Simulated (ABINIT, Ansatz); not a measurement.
# SrO (Fm-3m): third-order response

Wanted: vibrational spectra of SrO (Fm-3m) from linear and non-linear response.

Main program and level: ABINIT 10.8.3; DFT LDA, scalar-relativistic, plane waves, PseudoDojo norm-conserving pseudopotentials.

The database entry behind the starting cell differs from later determinations by our own check (about 0.5 % short), so it need not match the best structure at ambient conditions.

**1. The structure**

It takes space group Fm-3m (No. 225, cubic). The conventional cell has a = 5.061 Å, b = 5.061 Å, c = 5.061 Å, α = 90.00°, β = 90.00°, γ = 90.00°. Sr has 6 O at 2.53 Å nearest. Nearest to O lie 6 Sr at 2.53 Å. Farther neighbours and most contacts between anions are not listed.

**2. Relaxing the cell and atoms**

The harmonic expansion needs vanishing forces, and a free crystal bears no stress, so cell and atoms are brought to rest. Stress is more sensitive to the basis than forces are: the last 3 Ha under the cutoff are smoothed with ecutsm, and the cutoff is raised above that of the later runs.

The starting cell comes from a relaxation made beforehand in Ansatz (LDA, PseudoDojo NC).

relax.abi reads:

```
# relaxation
ionmov 2
optcell 2
dilatmx 1.08
ntime 40
tolmxf 1.0d-05
tolvrs 1.0d-14
prtwf 0
prtden 0
chksymtnons 0

# basis, mesh and filling
ecut 44.0
ecutsm 3.0
ngkpt 8 8 8
nshiftk 1
shiftk 0.0 0.0 0.0
istwfk *1
occopt 1
nband 8
nstep 100
diemac 9.0
prtebands 0
prtgsr 0

# cell and atoms
acell 3*1.0 Angstrom
rprim 
    0.0 2.530600115 2.530600115
    2.530600115 0.0 2.530600115
    2.530600115 2.530600115 0.0
ntypat 2
znucl 38 8
natom 2
typat 1 2
xred 
    0.5 0.5 0.5
    0.0 0.0 0.0
pp_dirpath "./pseudo"
pseudos "Sr.upf, O.upf"
```

Command:

```console
OMP_NUM_THREADS=1 mpirun -n 4 abinit relax.abi > relax.log
```

Numbers of over 12 decimals in the logs are rounded to 6 here.

relax.abo, the main output file:

```text
[banners, grids, parts of the stress and lines that vanish by symmetry left out]
- input  file    -> relax.abi
- output file    -> relax.abo
- root for input  files -> relaxi
[...]
Symmetries : space group Fm -3 m (#225); Bravais cF (face-center cubic)
[...]
mpw =        3860          nfft =       91125          nkpt =          29
[...]
== DATASET  1 ==================================================================
[...]
cutoff_energies: {ecut:  44.0, pawecutdg:  -1.0, }
[...]
ETOT  1  -50.751182641482    -5.075E+01 1.983E-01 7.924E+02
 ETOT  2  -50.718113520684     3.307E-02 9.036E-03 1.214E+03
 ETOT  3  -50.894032983826    -1.759E-01 3.371E-03 1.243E+02
 ETOT  4  -50.907936697503    -1.390E-02 7.090E-04 1.823E+01
 ETOT  5  -50.910441922082    -2.505E-03 5.307E-05 9.594E-03
[...]
At SCF step   14       vres2   =  3.64E-16 < tolvrs=  1.00E-14 =>converged.
[...]
sigma(1 1)=  5.00516247E-07  sigma(3 2)=  0.00000000E+00
  sigma(2 2)=  5.00516247E-07  sigma(3 1)=  0.00000000E+00
  sigma(3 3)=  5.00516247E-07  sigma(2 1)=  0.00000000E+00
[...]
convergence: {deltae: -1.968E-12, res2:  3.641E-16, residm:  2.157E-17, diffor: null, }
etotal    :  -5.09104464E+01
[...]
ETOT  1  -50.910446408740    -5.091E+01 9.245E-11 2.197E-04
[...]
At SCF step    9       vres2   =  4.28E-17 < tolvrs=  1.00E-14 =>converged.
[...]
sigma(1 1)=  3.40363314E-07  sigma(3 2)=  0.00000000E+00
  sigma(2 2)=  3.40363314E-07  sigma(3 1)=  0.00000000E+00
  sigma(3 3)=  3.40363314E-07  sigma(2 1)=  0.00000000E+00
[...]
convergence: {deltae: -2.061E-12, res2:  4.276E-17, residm:  2.265E-19, diffor: null, }
etotal    :  -5.09104464E+01
[...]
ETOT  1  -50.910446299609    -5.091E+01 4.075E-09 9.918E-04
[...]
ETOT  8  -50.910446444530     1.847E-12 3.193E-17 6.621E-14
 ETOT  9  -50.910446444530     6.395E-13 9.617E-19 1.213E-16
 At SCF step    9       vres2   =  1.21E-16 < tolvrs=  1.00E-14 =>converged.
[...]
sigma(1 1)= -7.01666685E-11  sigma(3 2)=  0.00000000E+00
  sigma(2 2)= -7.01666685E-11  sigma(3 1)=  0.00000000E+00
  sigma(3 3)= -7.01666676E-11  sigma(2 1)=  0.00000000E+00
[...]
convergence: {deltae:  6.395E-13, res2:  1.213E-16, residm:  9.617E-19, diffor: null, }
etotal    :  -5.09104464E+01
[...]
At Broyd/MD step   3, gradients are converged :
[...]
sigma(1 1)= -7.01666685E-11  sigma(3 2)=  0.00000000E+00
  sigma(2 2)= -7.01666685E-11  sigma(3 1)=  0.00000000E+00
  sigma(3 3)= -7.01666676E-11  sigma(2 1)=  0.00000000E+00
[...]
- sigma(1 1)= -2.06437466E-06  sigma(3 2)=  0.00000000E+00
- sigma(2 2)= -2.06437466E-06  sigma(3 1)=  0.00000000E+00
- sigma(3 3)= -2.06437463E-06  sigma(2 1)=  0.00000000E+00
[...]
fcart     -0.0000000000E+00 -0.0000000000E+00 -0.0000000000E+00
           strten     -7.0166668482E-11 -7.0166668482E-11 -7.0166667615E-11
================================================================================

[key lines of the parts left out:]
pressure_GPa:   2.0644E-06
Total energy (etotal) [Ha]= -5.09104464445298E+01
```

The job ended after 41 s (4 MPI ranks of Intel Xeon at 2.70GHz, shared host; 2.7 min of CPU time).

Little changed from the start: no atom moved by 0.005 Å and no cell edge by 0.1 %.

Numbers from this step:

```
volume per atom : 16.20 Å³
pressure        : 2.06e-6 GPa
```

**3. Ground state**

The response is built on these wavefunctions, so the potential is converged far more tightly than an energy would need. The mesh is shifted off Γ, since shifted meshes converge sums over the zone faster.

gs.abi reads:

```
# ground state
tolvrs 1.0d-16
prtden 1
prtwf 1

# basis, mesh and filling
ecut 36.0
ngkpt 6 6 6
nshiftk 4
shiftk 
    0.5 0.5 0.5
    0.5 0.0 0.0
    0.0 0.5 0.0
    0.0 0.0 0.5
istwfk *1
occopt 1
nband 8
nstep 100
diemac 9.0
prtebands 0
prtgsr 0

# cell and atoms
acell 3*1.0 Angstrom
rprim 
    0.0 2.530481375 2.530481375
    2.530481375 0.0 2.530481375
    2.530481375 2.530481375 0.0
ntypat 2
znucl 38 8
natom 2
typat 1 2
xred 
    0.5 0.5 0.5
    0.0 0.0 0.0
pp_dirpath "./pseudo"
pseudos "Sr.upf, O.upf"
```

Command:

```console
OMP_NUM_THREADS=1 mpirun -n 4 abinit gs.abi > gs.log
```

gs.abo, the main output file:

```text
[banners, grids, parts of the stress and lines that vanish by symmetry left out]
- input  file    -> gs.abi
- output file    -> gs.abo
- root for input  files -> gsi
[...]
Symmetries : space group Fm -3 m (#225); Bravais cF (face-center cubic)
[...]
mpw =        2268          nfft =       64000          nkpt =          28
[...]
== DATASET  1 ==================================================================
[...]
cutoff_energies: {ecut:  36.0, pawecutdg:  -1.0, }
[...]
ETOT  1  -50.761274436842    -5.076E+01 1.753E-01 4.926E+02
 ETOT  2  -50.774165616385    -1.289E-02 2.833E-03 5.998E+02
 ETOT  3  -50.892246943073    -1.181E-01 2.958E-03 9.260E+01
 ETOT  4  -50.907972609396    -1.573E-02 6.653E-04 1.025E+01
 ETOT  5  -50.910074145109    -2.102E-03 3.477E-05 6.279E-02
[...]
ETOT 14  -50.910089099164     1.066E-13 1.364E-18 7.641E-15
 ETOT 15  -50.910089099165    -1.187E-12 6.919E-20 1.880E-17
 At SCF step   15       vres2   =  1.88E-17 < tolvrs=  1.00E-16 =>converged.
[...]
sigma(1 1)=  1.97758476E-05  sigma(3 2)=  0.00000000E+00
  sigma(2 2)=  1.97758476E-05  sigma(3 1)=  0.00000000E+00
  sigma(3 3)=  1.97758476E-05  sigma(2 1)=  0.00000000E+00
[...]
convergence: {deltae: -1.187E-12, res2:  1.880E-17, residm:  6.919E-20, diffor: null, }
etotal    :  -5.09100891E+01
[...]
sigma(1 1)=  1.97758476E-05  sigma(3 2)=  0.00000000E+00
  sigma(2 2)=  1.97758476E-05  sigma(3 1)=  0.00000000E+00
  sigma(3 3)=  1.97758476E-05  sigma(2 1)=  0.00000000E+00
[...]
- sigma(1 1)=  5.81825525E-01  sigma(3 2)=  0.00000000E+00
- sigma(2 2)=  5.81825525E-01  sigma(3 1)=  0.00000000E+00
- sigma(3 3)=  5.81825525E-01  sigma(2 1)=  0.00000000E+00
[...]
fcart     -0.0000000000E+00 -0.0000000000E+00 -0.0000000000E+00
           strten      1.9775847643E-05  1.9775847643E-05  1.9775847643E-05
================================================================================

[key lines of the parts left out:]
pressure_GPa:  -5.8183E-01
```

Wall time 17 s (4 MPI ranks); 65 s of CPU time.

This step gave:

- pressure: -0.5818 GPa

The cell stands at -0.58 GPa: the relaxation ran with a smoothed and higher cutoff and on another k mesh.

**4. Empty bands**

Empty bands on the ground state's density check that the gap assumed so far is there in this cell.

gap.abi reads:

```
# empty bands on the ground state's density
iscf -2
getden_filepath "gso_DEN"
tolwfr 1.0d-12
nbdbuf 2
prtwf 0

# basis, mesh and filling
ecut 36.0
ngkpt 8 8 8
nshiftk 1
shiftk 0.0 0.0 0.0
istwfk *1
occopt 1
nband 12
nstep 100
diemac 9.0
prtebands 0
prtgsr 0

# cell and atoms
acell 3*1.0 Angstrom
rprim 
    0.0 2.530481375 2.530481375
    2.530481375 0.0 2.530481375
    2.530481375 2.530481375 0.0
ntypat 2
znucl 38 8
natom 2
typat 1 2
xred 
    0.5 0.5 0.5
    0.0 0.0 0.0
pp_dirpath "./pseudo"
pseudos "Sr.upf, O.upf"
```

Command:

```console
OMP_NUM_THREADS=1 mpirun -n 4 abinit gap.abi > gap.log
```

gap.abo, the main output file:

```text
[banners, grids, parts of the stress and lines that vanish by symmetry left out]
- input  file    -> gap.abi
- output file    -> gap.abo
- root for input  files -> gapi
[...]
Symmetries : space group Fm -3 m (#225); Bravais cF (face-center cubic)
[...]
mpw =        2276          nfft =       64000          nkpt =          29
[...]
== DATASET  1 ==================================================================
[...]
cutoff_energies: {ecut:  36.0, pawecutdg:  -1.0, }
[...]
-outvars: echo values of variables after computation
            acell      1.8897261259E+00  1.8897261259E+00  1.8897261259E+00 Bohr
================================================================================
```

Elapsed: 9.9 s, on 4 MPI ranks; 38 s of CPU time.

Read from the output:

| Item | Value |
| --- | --- |
| gap on the k-mesh | 3.131 eV |

In this cell the gap on the mesh is 3.1 eV, indirect (smallest direct 3.2 eV), so fixed occupations hold.

**5. Zone-centre response**

The derivative of the wavefunctions by k comes first, since the response to a field is built on it; then the field and the displacements that symmetry doesn't supply are solved at q = 0. By the 2n+1 theorem the first-order wavefunctions also give third derivatives: Raman tensors and the non-linear susceptibility.

It reads the wavefunctions written in step 3.

dfpt_gamma.abi reads:

```
ndtset 3

# common to the responses
getwfk_filepath "gso_WFK"
kptopt 2
nqpt 1
qpt 0.0 0.0 0.0
asr 0
chneut 0

# d/dk
rfelfd1 2
rfdir1 1 1 1
iscf1 -3
tolwfr1 1.0d-20

# displacements, field
rfphon2 1
rfatpol2 1 2
rfdir2 1 1 1
rfelfd2 3
getddk2 1
tolvrs2 1.0d-10
prepanl2 1
prtden2 1

# third order
optdriver3 5
getden_filepath3 "gso_DEN"
get1den3 2
get1wf3 2
getddk3 1
d3e_pert1_elfd3 1
d3e_pert1_phon3 1
d3e_pert1_atpol3 1 2
d3e_pert1_dir3 1 1 1
d3e_pert2_elfd3 1
d3e_pert2_dir3 1 1 1
d3e_pert3_elfd3 1
d3e_pert3_dir3 1 1 1
usepead3 1
tolvrs3 1.0d-10

# basis, mesh and filling
ecut 36.0
ngkpt 6 6 6
nshiftk 4
shiftk 
    0.5 0.5 0.5
    0.5 0.0 0.0
    0.0 0.5 0.0
    0.0 0.0 0.5
istwfk *1
occopt 1
nband 8
nstep 100
diemac 9.0
prtebands 0
prtgsr 0

# cell and atoms
acell 3*1.0 Angstrom
rprim 
    0.0 2.530481375 2.530481375
    2.530481375 0.0 2.530481375
    2.530481375 2.530481375 0.0
ntypat 2
znucl 38 8
natom 2
typat 1 2
xred 
    0.5 0.5 0.5
    0.0 0.0 0.0
pp_dirpath "./pseudo"
pseudos "Sr.upf, O.upf"
```

Command:

```console
OMP_NUM_THREADS=1 mpirun -n 4 abinit dfpt_gamma.abi > dfpt_gamma.log
```

dfpt_gamma.abo, the main output file:

```text
[banners, grids, parts of the stress and lines that vanish by symmetry left out]
- input  file    -> dfpt_gamma.abi
- output file    -> dfpt_gamma.abo
- root for input  files -> dfpt_gammai
[...]
DATASET    1 : space group Fm -3 m (#225); Bravais cF (face-center cubic)
[...]
nfft =       64000          nkpt =         432
[...]
DATASET    2 : space group Fm -3 m (#225); Bravais cF (face-center cubic)
[...]
nfft =       64000          nkpt =         432
[...]
DATASET    3 : space group Fm -3 m (#225); Bravais cF (face-center cubic)
[...]
mpw =        2268          nfft =       64000          nkpt =         432
[...]
== DATASET  1 ==================================================================
[...]
cutoff_energies: {ecut:  36.0, pawecutdg:  -1.0, }
[...]
-  8.00000   6.00000  201201                  znucl, zion, pspdat
[...]
Perturbation : derivative vs k along direction   1
[...]
-ETOT  1  -21.022044317912     -2.102E+01 4.336E-01 0.000E+00
 ETOT  2  -21.081578180153     -5.953E-02 1.666E-02 0.000E+00
 ETOT  3  -21.082714863167     -1.137E-03 3.371E-04 0.000E+00
 ETOT  4  -21.082749992886     -3.513E-05 3.134E-05 0.000E+00
 ETOT  5  -21.082751398884     -1.406E-06 6.887E-07 0.000E+00
[...]
At SCF step   17   max residual=  1.00E-20 < tolwfr=  1.00E-20 =>converged.
[...]
Perturbation : derivative vs k along direction   2
[...]
-ETOT  1  -21.022044317580     -2.102E+01 4.336E-01 0.000E+00
[...]
At SCF step   17   max residual=  1.00E-20 < tolwfr=  1.00E-20 =>converged.
[...]
Perturbation : derivative vs k along direction   3
[...]
-ETOT  1  -21.022044317248     -2.102E+01 4.336E-01 0.000E+00
[...]
At SCF step   17   max residual=  1.00E-20 < tolwfr=  1.00E-20 =>converged.
[...]
1        1       1.0940264152    0.0000000000
     1        2       0.5470132076   -0.0000000000
     1        3       0.5470132076    0.0000000000
     2        1       0.5470132076   -0.0000000000
     2        2       1.0940264152    0.0000000000
     2        3       0.5470132076    0.0000000000
     3        1       0.5470132076    0.0000000000
     3        2       0.5470132076    0.0000000000
     3        3       1.0940264152    0.0000000000
[...]
== DATASET  2 ==================================================================
[...]
cutoff_energies: {ecut:  36.0, pawecutdg:  -1.0, }
[...]
Perturbation : displacement of atom   1   along direction   1
[...]
-ETOT  1   1.811538     -1.093E+03 6.948E+00 1.593E+02
[...]
At SCF step   10       vres2   =  2.48E-12 < tolvrs=  1.00E-10 =>converged.
[...]
Perturbation : displacement of atom   2   along direction   1
[...]
-ETOT  1   4.376179     -2.711E+03 1.949E+00 3.989E+03
[...]
At SCF step   10       vres2   =  8.21E-12 < tolvrs=  1.00E-10 =>converged.
[...]
Perturbation : homogeneous electric field along direction   1
[...]
-ETOT  1  -61.269245651147     -6.127E+01 2.707E+00 9.541E+03
[...]
At SCF step   10       vres2   =  3.99E-11 < tolvrs=  1.00E-10 =>converged.
[...]
Perturbation : homogeneous electric field along direction   2
[...]
-ETOT  1  -61.269245650161     -6.127E+01 2.707E+00 9.541E+03
[...]
At SCF step   10       vres2   =  3.99E-11 < tolvrs=  1.00E-10 =>converged.
[...]
Perturbation : homogeneous electric field along direction   3
[...]
-ETOT  1  -61.269245649175     -6.127E+01 2.707E+00 9.541E+03
[...]
ETOT  9  -64.431696661899     -1.499E-10 1.885E-10 4.367E-10
 ETOT 10  -64.431696661909     -9.464E-12 1.101E-11 3.989E-11
 At SCF step   10       vres2   =  3.99E-11 < tolvrs=  1.00E-10 =>converged.
[...]
Dielectric tensor, in cartesian coordinates,
[...]
1    4   1    4         3.8592782162        -0.0000000000
   1    4   2    4         0.0000000000        -0.0000000000
   1    4   3    4         0.0000000000        -0.0000000000
   2    4   1    4         0.0000000000        -0.0000000000
   2    4   2    4         3.8592782162        -0.0000000000
   2    4   3    4         0.0000000000        -0.0000000000
   3    4   1    4         0.0000000000        -0.0000000000
   3    4   2    4         0.0000000000        -0.0000000000
   3    4   3    4         3.8592782162        -0.0000000000
  Effective charges, in cartesian coordinates,
[...]
1    1   1    4         2.4754916529         0.0000000000
   2    1   1    4        -0.0000000000         0.0000000000
   3    1   1    4         0.0000000000         0.0000000000
   1    2   1    4        -2.4753188766         0.0000000000
   2    2   1    4         0.0000000000         0.0000000000
[...]
Effective charges, in cartesian coordinates,
[...]
2    4   1    2         0.0000000000         0.0000000000
   3    4   1    2         0.0000000000         0.0000000000
   1    4   2    2         0.0000000000         0.0000000000
   2    4   2    2        -2.4753188210         0.0000000000
   3    4   2    2         0.0000000000         0.0000000000
   1    4   3    2        -0.0000000000         0.0000000000
   2    4   3    2        -0.0000000000         0.0000000000
   3    4   3    2        -2.4753188210         0.0000000000
  Phonon wavevector (reduced coordinates) :  0.00000  0.00000  0.00000
 Phonon energies in Hartree :
[...]
Phonon frequencies in cm-1    :
-  2.237278E+00  2.237278E+00  2.237278E+00  2.170954E+02  2.170954E+02
-  2.170954E+02
  Phonon at Gamma, with non-analyticity in the
[...]
Phonon energies in Hartree :
[...]
Phonon frequencies in cm-1    :
-  2.237278E+00  2.237278E+00  2.237905E+00  2.170954E+02  2.170954E+02
-  4.746788E+02
  Phonon at Gamma, with non-analyticity in the
[...]
Phonon energies in Hartree :
[...]
Phonon frequencies in cm-1    :
-  2.237278E+00  2.237278E+00  2.237905E+00  2.170954E+02  2.170954E+02
-  4.746788E+02
  Phonon at Gamma, with non-analyticity in the
[...]
Phonon energies in Hartree :
[...]
Phonon frequencies in cm-1    :
-  2.237278E+00  2.237278E+00  2.237905E+00  2.170954E+02  2.170954E+02
-  4.746788E+02
[...]
== DATASET  3 ==================================================================
[...]
cutoff_energies: {ecut:  36.0, pawecutdg:  -1.0, }
[...]
1          1       -0.000000000       -0.000000000       -0.000000000
[...]
1          2       -0.000000000       -0.000000000       -0.000000000
[...]
1          3       -0.000000000       -0.000000000       -0.000000000
[...]
2          1       -0.000000000       -0.000000000       -0.000000000
[...]
2          2       -0.000000000       -0.000000000       -0.000000000
[...]
2          3       -0.000000000       -0.000000000       -0.000000000
[...]
strten2     0.0000000000E+00  0.0000000000E+00  0.0000000000E+00
           strten3     0.0000000000E+00  0.0000000000E+00  0.0000000000E+00
================================================================================
```

Run time: 13 min. Hardware: 4 MPI ranks; 50 min of CPU time.

Numbers from this step:

```
miss of the charge sum rule                                       : 1.73e-4 e
largest acoustic frequency at the zone centre before the sum rule : 2.24 cm⁻¹
highest optical zone-centre mode (no LO-TO term)                  : 217.1 cm⁻¹
lowest optical zone-centre mode                                   : 217.1 cm⁻¹
mean high-frequency dielectric constant                           : 3.859
largest Born charge in size (third of the trace)                  : 2.475 e
```

Born charge (rows field, columns displacement), before the sum rule (e), principal values of the symmetric part by kind of site:

| atom | atoms with these values | low | middle | high | mean |
| --- | --- | --- | --- | --- | --- |
| Sr1 | 1 | 2.48 | 2.48 | 2.48 | 2.48 |
| O2 | 1 | -2.48 | -2.48 | -2.48 | -2.48 |

In full for Sr1:

```
2.48 0.00 0.00
0.00 2.48 0.00
0.00 0.00 2.48
```

High-frequency dielectric tensor:

```
3.86 0.00 0.00
0.00 3.86 0.00
0.00 0.00 3.86
```

The acoustic modes at Γ come out as far as 2.2 cm⁻¹ from zero, where they should vanish, a small numerical error; the Born charges miss their sum rule by 1.7e-4 e, which is good.

[end of part 1 of 2]

[Host names and launcher messages were left out of these logs when they were recorded.]

[Logs are printed without paths, hosts, clocks, repeated set-up lines and the standing remarks that a program may print on its own settings, such as how far it seeks lower states.]

[Hosts, paths, dates, database ids (printed as entryN), source tags and the programs' standing remarks are cut or masked in the printed files.]
